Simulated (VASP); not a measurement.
# ZnSe (F-43m) in VASP: notebook

The runs below take ZnSe through band structure, Born charges and dielectric tensor, with PBE.

All numbers are computed with VASP 6.6.1; they aren't measurements. Logs are shortened: lines on timing, memory, paths and dates and some standing lists are left out, and cuts for length are marked.

**Measured values to compare with.**

From “Alloy Disordering Effects on the Thermal Conductivity and Energy Gap Temperature Dependence of Cd1−xZnxSe Ternary Crystals Grown by the Bridgman Method”, 2023, pmc:10253836, for a bulk crystal of ZnSe at 300 K: band gap 2.695 ± 0.003 eV (an exciton energy, a little under the gap).

From a printed reference work, textbook, for a bulk crystal of ZnSe: high-frequency dielectric constant 5.9.

How close the calculation comes is told below.

**1. The crystal as given**

The structure is cubic, space group F-43m (No. 216). The conventional cell has a = 5.740 Å, b = 5.740 Å, c = 5.740 Å, α = 90.00°, β = 90.00°, γ = 90.00°. Around Zn (site symmetry -43m) lie 4 Se at 2.49 Å. Around Se (site symmetry -43m) lie 4 Zn at 2.49 Å.

**2. Band structure, PBE**

File POSCAR:

```
ZnSe                                    
1.0
    0.0000000000      2.8698766417      2.8698766417
    2.8698766417      0.0000000000      2.8698766417
    2.8698766417      2.8698766417      0.0000000000
  Zn              Se            
     1     1
Direct
     0.0000000000000000    0.0000000000000000    0.0000000000000000
     0.2500000000000000    0.2500000000000000    0.2500000000000000
```

File INCAR.step1:

```
SYSTEM = ZnSe
PREC = Accurate
ENCUT = 520
EDIFF = 1E-7
ISMEAR = 0
SIGMA = 0.02
LREAL = .FALSE.
LASPH = .TRUE.
NELM = 60
ALGO = Fast
ISIF = 2
LWAVE = .FALSE.
LCHARG = .TRUE.
GGA = PE
```

File KPOINTS.step1:

```
Automatic mesh
0
G
  14 14 14
  0 0 0
```

File INCAR.step2:

```
SYSTEM = ZnSe
PREC = Accurate
ENCUT = 520
EDIFF = 1E-7
ISMEAR = 0
SIGMA = 0.05
LREAL = .FALSE.
LASPH = .TRUE.
NELM = 60
ALGO = Fast
ISIF = 2
LWAVE = .FALSE.
LCHARG = .FALSE.
GGA = PE
ICHARG = 11
```

File KPOINTS.step2:

```
path GXWKGLUWLK,UX
20
line-mode
reciprocal
 0.0000000000  0.0000000000  0.0000000000  G
 0.5000000000  0.0000000000  0.5000000000  X

 0.5000000000  0.0000000000  0.5000000000  X
 0.5000000000  0.2500000000  0.7500000000  W

 0.5000000000  0.2500000000  0.7500000000  W
 0.3750000000  0.3750000000  0.7500000000  K

 0.3750000000  0.3750000000  0.7500000000  K
 0.0000000000  0.0000000000  0.0000000000  G

 0.0000000000  0.0000000000  0.0000000000  G
 0.5000000000  0.5000000000  0.5000000000  L

 0.5000000000  0.5000000000  0.5000000000  L
 0.6250000000  0.2500000000  0.6250000000  U

 0.6250000000  0.2500000000  0.6250000000  U
 0.5000000000  0.2500000000  0.7500000000  W

 0.5000000000  0.2500000000  0.7500000000  W
 0.5000000000  0.5000000000  0.5000000000  L

 0.5000000000  0.5000000000  0.5000000000  L
 0.3750000000  0.3750000000  0.7500000000  K

 0.6250000000  0.2500000000  0.6250000000  U
 0.5000000000  0.0000000000  0.5000000000  X
```

Potentials or basis: VASP PAW PBE potentials, release 64 (Zn, Se).

Command:

```bash
$ cat potpaw_PBE.64/Zn/POTCAR potpaw_PBE.64/Se/POTCAR > POTCAR
$ cp INCAR.step1 INCAR
$ cp KPOINTS.step1 KPOINTS
$ mpirun -np 1 vasp_std > vasp.out
$ cp INCAR.step2 INCAR
$ cp KPOINTS.step2 KPOINTS
$ mpirun -np 1 vasp_std > vasp.out
```

OUTCAR:

```text
SYSTEM = ZnSe
   PREC = Accurate
   ENCUT = 520
   EDIFF = 1E-7
   ISMEAR = 0
   LREAL = .FALSE.
   LASPH = .TRUE.
   NELM = 60
   ISIF = 2
   GGA = PE
   ICHARG = 11

 ion  position               nearest neighbor table
   1  0.000  0.000  0.000-   2 2.49   2 2.49   2 2.49   2 2.49
   2  0.250  0.250  0.250-   1 2.49   1 2.49   1 2.49   1 2.49

  LATTYP: Found a face centered cubic cell.
 ALAT       =     5.7397532834

  Lattice vectors:

 A1 = (   0.0000000000,   2.8698766417,   2.8698766417)
 A2 = (   2.8698766417,   0.0000000000,   2.8698766417)
 A3 = (   2.8698766417,   2.8698766417,   0.0000000000)

Analysis of symmetry for initial positions (statically):
=====================================================================
 Subroutine PRICEL returns:
 Original cell was already a primitive cell.

 Routine SETGRP: Setting up the symmetry group for a
 face centered cubic supercell.

 Subroutine GETGRP returns: Found 24 space group operations
 (whereof 24 operations were pure point group operations)
 out of a pool of 48 trial point group operations.

The static configuration has the point symmetry T_d .

Analysis of symmetry for dynamics (positions and initial velocities):
=====================================================================
 Subroutine PRICEL returns:
 Original cell was already a primitive cell.

 Routine SETGRP: Setting up the symmetry group for a
 face centered cubic supercell.

 Subroutine GETGRP returns: Found 24 space group operations
 (whereof 24 operations were pure point group operations)
 out of a pool of 48 trial point group operations.

The dynamic configuration has the point symmetry T_d .

 Subroutine INISYM returns: Found 24 space group operations
 (whereof 24 operations are pure point group operations),
 and found     1 'primitive' translations

----------------------------------------------------------------------------------------

                                     Primitive cell

  volume of cell :      47.2737

  direct lattice vectors                    reciprocal lattice vectors
     0.000000000  2.869876642  2.869876642    -0.174223516  0.174223516  0.174223516
     2.869876642  0.000000000  2.869876642     0.174223516 -0.174223516  0.174223516
     2.869876642  2.869876642  0.000000000     0.174223516  0.174223516 -0.174223516

  length of vectors
     4.058618469  4.058618469  4.058618469     0.301763982  0.301763982  0.301763982

  position of ions in fractional coordinates (direct lattice)
     0.000000000  0.000000000  0.000000000
     0.250000000  0.250000000  0.250000000

  ion indices of the primitive-cell ions
   primitive index   ion index
                 1           1
                 2           2

----------------------------------------------------------------------------------------

 KPOINTS: path GXWKGLUWLK,UX

Interpolating k-points between supplied coordinates.

 Line segments in fractional coordinates (reciprocal lattice):
    0.000000  0.000000  0.000000  ...  0.500000  0.000000  0.500000
    0.500000  0.000000  0.500000  ...  0.500000  0.250000  0.750000
    0.500000  0.250000  0.750000  ...  0.375000  0.375000  0.750000
    0.375000  0.375000  0.750000  ...  0.000000  0.000000  0.000000
    0.000000  0.000000  0.000000  ...  0.500000  0.500000  0.500000
    0.500000  0.500000  0.500000  ...  0.625000  0.250000  0.625000
    0.625000  0.250000  0.625000  ...  0.500000  0.250000  0.750000
    0.500000  0.250000  0.750000  ...  0.500000  0.500000  0.500000
    0.500000  0.500000  0.500000  ...  0.375000  0.375000  0.750000
    0.625000  0.250000  0.625000  ...  0.500000  0.000000  0.500000

 Generated    20 points on each line segment, for a total of    200 k-points:

 Following reciprocal coordinates:
            Coordinates               Weight
  0.000000  0.000000  0.000000      0.005000
  0.026316  0.000000  0.026316      0.005000
  0.052632  0.000000  0.052632      0.005000
  0.078947  0.000000  0.078947      0.005000
  0.105263  0.000000  0.105263      0.005000
  0.131579  0.000000  0.131579      0.005000
[... 16 lines left out ...]
  0.500000  0.026316  0.526316      0.005000
  0.500000  0.039474  0.539474      0.005000
 [... further k-points ...]
   k-points           NKPTS =    200   k-points in BZ     NKDIM =    200   number of bands    NBANDS=     13
   number of dos      NEDOS =    301   number of ions     NIONS =      2
   total plane-waves  NPLWV =  27000
   dimension x,y,z NGX =    30 NGY =   30 NGZ =   30
   dimension x,y,z NGXF=    60 NGYF=   60 NGZF=   60
   ions per type =               1   1
   NGX,Y,Z   is equivalent  to a cutoff of  12.29, 12.29, 12.29 a.u.
   NGXF,Y,Z  is equivalent  to a cutoff of  24.58, 24.58, 24.58 a.u.
 SYSTEM =  ZnSe
   PREC   = accura    normal or accurate (medium, high low for compatibility)
   ISTART =      0    job   : 0-new  1-cont  2-samecut
   ICHARG =     11    charge: 1-file 2-atom 10-const
   ISPIN  =      1    spin polarized calculation?
   LNONCOLLINEAR =      F non collinear calculations
   LSORBIT =      F    spin-orbit coupling
   LASPH  =      T    aspherical Exc in radial PAW
   ENCUT  =  520.0 eV  38.22 Ry    6.18 a.u.   7.55  7.55  7.55*2*pi/ulx,y,z
   NELM   =     60;   NELMIN=  2; NELMDL=  0     # of ELM steps
   EDIFF  = 0.1E-06   stopping-criterion for ELM
   LREAL  =      F    real-space projection
   EDIFFG = 0.1E-05   stopping-criterion for IOM
   NSW    =      0    number of steps for IOM
   IBRION =     -1    ionic relax: 0-MD 1-quasi-New 2-CG
   NFREE  =      0    steps in history (QN), initial steepest desc. (CG)
   ISIF   =      2    stress and relaxation
   ISYM   =      2    0-nonsym 1-usesym 2-fastsym
   POTIM  = 0.5000    time-step for ionic-motion
   TEBEG  =    0.0;   TEEND  =   0.0 temperature during run
   PSTRESS=    0.0 pullay stress
   NELECT =      18.0000    total number of electrons
   NUPDOWN=      -1.0000    fix difference up-down
   EMIN   =  10.00;   EMAX   =-10.00  energy-range for DOS
   EFERMI =   0.00;   METHOD = LEGACY
   ISMEAR =     0;   SIGMA  =   0.05  broadening in eV -4-tet -1-fermi 0-gaus
   EFERMI_NEDOS =   21; number of points for ismear=-14 and -15
   IALGO  =     68    algorithm
   IMIX   =      4    mixing-type and parameters
     AMIX     =   0.40;   BMIX     =  1.00
     AMIX_MAG =   1.60;   BMIX_MAG =  1.00
  volume/ion in A,a.u.               =      23.64       159.51
  Fermi-wavevector in a.u.,A,eV,Ry     =   1.186567  2.242287 19.156219  1.407942
  Thomas-Fermi vector in A             =   2.322737
   LORBIT       =      0    0 simple, 1 ext, 2 COOP (PROOUT), +10 PAW based schemes
   GGA     = PE    functional components
   LHFCALC =     F    Hartree Fock is set to
   AEXX    =    0.0000 exact exchange contribution
   IVDW    =     0    specifies the selected vdW correction
   LEPSILON=     F    determine dielectric tensor
   LRPA    =     F    only Hartree local field effects (RPA)
 non-spin polarized calculation
 RMM-DIIS sequential band-by-band and
 Gauss-broadening in eV      SIGMA  =   0.05
  energy-cutoff  :      520.00
  volume of cell :       47.27
 maximum number of plane-waves:      1303

 number of electron      18.0000016 magnetization

 Free energy of the ion-electron system (eV)
  ---------------------------------------------------
  ext. energy  EPLUGINS =         0.00000000
  ---------------------------------------------------
  free energy    TOTEN  =        -6.27421326 eV

  energy without entropy =       -6.27421326  energy(sigma->0) =       -6.27421326

 E-fermi :   1.5199     XC(G=0):  -9.1497

 val. band max:        1.2943225455   @ k =   0.0000   0.0000   0.0000
 cond. band min:       2.4340826082   @ k =   0.0000   0.0000   0.0000
 fundamental gap:      1.1397600627
 Fermi energy:         1.5199399514

 k-point     1 :       0.0000    0.0000    0.0000
  band No.  band energies     occupation
      1     -11.7288      2.00000
      2      -5.1205      2.00000
      3      -5.1205      2.00000
      4      -5.1205      2.00000
      5      -4.7829      2.00000
      6      -4.7829      2.00000
      7       1.2943      2.00000
      8       1.2943      2.00000
      9       1.2943      2.00000
     10       2.4341      0.00000
     11       7.1051      0.00000
     12       7.1051      0.00000
     13       7.1051      0.00000

 k-point     2 :       0.0263    0.0000    0.0263
  band No.  band energies     occupation
      1     -11.7231      2.00000
      2      -5.1208      2.00000
      3      -5.1193      2.00000
      4      -5.1193      2.00000
      5      -4.7834      2.00000
      6      -4.7826      2.00000
      7       1.1718      2.00000
      8       1.2745      2.00000
      9       1.2745      2.00000
     10       2.5631      0.00000
     11       7.0622      0.00000
     12       7.1354      0.00000
     13       7.1354      0.00000

 k-point     3 :       0.0526    0.0000    0.0526
  band No.  band energies     occupation
      1     -11.7061      2.00000
      2      -5.1216      2.00000
      3      -5.1155      2.00000
      4      -5.1155      2.00000
      5      -4.7848      2.00000
      6      -4.7817      2.00000
      7       0.8981      2.00000
      8       1.2164      2.00000
      9       1.2164      2.00000
     10       2.8554      0.00000
     11       6.9417      0.00000
     12       7.2248      0.00000
     13       7.2248      0.00000
[... 305 lines left out ...]
 k-point    23 :       0.5000    0.0263    0.5263
  band No.  band energies     occupation
      1     -10.7572      2.00000
      2      -5.0671      2.00000
      3      -4.8922      2.00000
      4      -4.8899      2.00000
      5      -4.7398      2.00000
      6      -4.6161      2.00000
      7      -3.2924      2.00000
      8      -0.7746      2.00000
      9      -0.7716      2.00000
     10       4.4045      0.00000
     11       4.7881      0.00000
     12      11.6660      0.00000
     13      12.1560      0.00000

 k-point    24 :       0.5000    0.0395    0.5395
  band No.  band energies     occupation
      1     -10.7571      2.00000
      2      -5.0648      2.00000
      3      -4.8940      2.00000
      4      -4.8890      2.00000
      5      -4.7407      2.00000
      6      -4.6123      2.00000
      7      -3.2900      2.00000
      8      -0.7943      2.00000
      9      -0.7877      2.00000
     10       4.4555      0.00000
     11       4.8356      0.00000
     12      11.5607      0.00000
     13      12.0081      0.00000

 [... further k-points ...]

------------------------ aborting loop because EDIFF is reached ----------------------------------------

  FORCE on cell =-STRESS in cart. coord.  units (eV):
  Direction    XX          YY          ZZ          XY          YZ          ZX
  --------------------------------------------------------------------------------------
  -------------------------------------------------------------------------------------
  Total       -0.8581191     -0.8581191     -0.8581191      0.0000000      0.0000000      0.0000000
  in kB      -29.0829499    -29.0829499    -29.0829499      0.0000000      0.0000000      0.0000000
  external PRESSURE =     -29.0829499 kB  Pullay stress =       0.0000000 kB

 VOLUME and BASIS-vectors are now :
 -----------------------------------------------------------------------------
  energy-cutoff  :      520.00
  volume of cell :       47.27
      direct lattice vectors                 reciprocal lattice vectors
     0.000000000  2.869876642  2.869876642    -0.174223516  0.174223516  0.174223516
     2.869876642  0.000000000  2.869876642     0.174223516 -0.174223516  0.174223516
     2.869876642  2.869876642  0.000000000     0.174223516  0.174223516 -0.174223516

 POSITION                                       TOTAL-FORCE (eV/Angst)
 -----------------------------------------------------------------------------------
      0.00000      0.00000      0.00000         0.000000     -0.000000     -0.000000
      1.43494      1.43494      1.43494        -0.000000      0.000000      0.000000
 -----------------------------------------------------------------------------------
    total drift:                               -0.000001     -0.000001     -0.000001

  FREE ENERGIE OF THE ION-ELECTRON SYSTEM (eV)
  ---------------------------------------------------
  free  energy   TOTEN  =        -6.2742132638 eV

  energy  without entropy=       -6.2742132638  energy(sigma->0) =       -6.27421326
```

Run time: 1.9 min. Hardware: 1 thread of Intel Xeon 6975P-C (Granite Rapids), shared host; peak memory 0.27 GiB.

Results:

| Quantity | Value |
| --- | --- |
| Band gap on the k mesh | 1.14 eV, direct |
| Band gap along the path | 1.14 eV, direct |

Levels at the corners of the path, in eV from the valence-band top:
```
point  band 6  band 7  band 8  band 9  band 10  band 11  band 12  band 13
    Γ   -6.08    0.00    0.00    0.00     1.14     5.81     5.81     5.81
    X   -5.91   -4.59   -2.05   -2.05     3.07     3.46    10.47    10.99
    X   -5.91   -4.59   -2.05   -2.05     3.07     3.46    10.47    10.99
    W   -5.81   -4.50   -2.61   -2.49     5.37     5.48     6.88     7.71
    W   -5.81   -4.50   -2.61   -2.49     5.37     5.48     6.88     7.71
    K   -5.84   -4.53   -2.91   -1.68     3.61     5.51     8.94     9.16
    K   -5.84   -4.53   -2.91   -1.68     3.61     5.51     8.93     9.14
    Γ   -6.08    0.00    0.00    0.00     1.14     5.81     5.81     5.81
    Γ   -6.08    0.00    0.00    0.00     1.14     5.81     5.81     5.81
    L   -5.93   -4.99   -0.81   -0.81     2.48     6.39     6.39     8.47
    L   -5.93   -4.99   -0.81   -0.81     2.48     6.39     6.39     8.47
    U   -5.84   -4.53   -2.91   -1.68     3.61     5.51     8.93     9.14
    U   -5.84   -4.53   -2.91   -1.68     3.61     5.51     8.93     9.14
    W   -5.81   -4.50   -2.61   -2.49     5.37     5.48     6.88     7.71
    W   -5.81   -4.50   -2.61   -2.49     5.37     5.48     6.88     7.71
    L   -5.93   -4.99   -0.81   -0.81     2.48     6.39     6.39     8.47
    L   -5.93   -4.99   -0.81   -0.81     2.48     6.39     6.39     8.47
    K   -5.84   -4.53   -2.91   -1.68     3.61     5.51     8.93     9.14
    U   -5.84   -4.53   -2.91   -1.68     3.61     5.51     8.93     9.14
    X   -5.91   -4.59   -2.05   -2.05     3.07     3.46    10.47    10.99
```

Caveat: the log is that of the step along the path at fixed density, whose energy, stress, charges and moments have no meaning.

[end of part 1 of 2]
